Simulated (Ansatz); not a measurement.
# Co (Cobalt): the cost of one run

Computed with Ansatz 0.2.0 (DFT, LDA, all-electron PAW with datasets made for the crystal, scalar-relativistic, unless a step's input says otherwise).

### Step 1. The starting structure

Symmetry: P6_3/mmc, No. 194, hexagonal system. The conventional cell has a = 2.507 Å, b = 2.507 Å, c = 4.070 Å, α = 90.00°, β = 90.00°, γ = 120.00°. Co (site symmetry -6m2) is surrounded by 12 Co at 2.50 to 2.51 Å.

As a file:

```
Co
1.0
     2.50740    0.00000    0.00000
    -1.25370    2.17147    0.00000
     0.00000    0.00000    4.06990
Co
2
Direct
  0.33333 0.66667 0.25000
  0.66667 0.33333 0.75000
```

Atoms are numbered in the order of the input: Co1, Co2.

### Step 2. Exchange couplings and spin waves by the force theorem, crystal datasets

File input.yaml:

```yaml
crystal:
  lattice:
    - [2.5074, 0.0, 0.0]
    - [-1.2537, 2.1714720974, 0.0]
    - [0.0, 0.0, 4.0699]
  atoms:
    - { symbol: Co, position: [0.3333333333, 0.6666666667, 0.25], spin: 1.7 }
    - { symbol: Co, position: [0.6666666667, 0.3333333333, 0.75], spin: 1.7 }
magnetization:
  spin_polarized: true
kpoints:
  mp_grid: { grid: [12, 12, 12] }
  band_path:
    path:
      - [0.0, 0.0, 0.0]
      - [0.5, 0.0, 0.0]
      - [0.3333333333, 0.3333333333, 0.0]
      - [0.0, 0.0, 0.0]
      - [0.0, 0.0, 0.5]
      - [0.5, 0.0, 0.5]
      - [0.3333333333, 0.3333333333, 0.5]
      - [0.0, 0.0, 0.5]
      - [0.5, 0.0, 0.5]
    npoints: 8
scf:
  occupations: { method: fermi_dirac, width: 0.08 }
  lower_state_search: "off"
hamiltonian:
  xc: lda
  pseudopotentials: { kind: all_electron, datasets: crystal }
output:
  eigenvalues: false
  eigenstates:
    nscf_kmesh: { grid: [12, 12, 12] }
    top_band: c20
    exchange_couplings: { magnetic: [{ species: Co }] }
```

Started as:

```bash
$ ansatz run input.yaml --threads 2 --pin off --max-ram 5120MiB --backend cpu --events-out ev --progress --plain --runs-dir out
```

What time and memory should one allow on 2 threads of Arm Neoverse V1, shared host?

About 3.6 min, with a peak of 0.74 GiB.
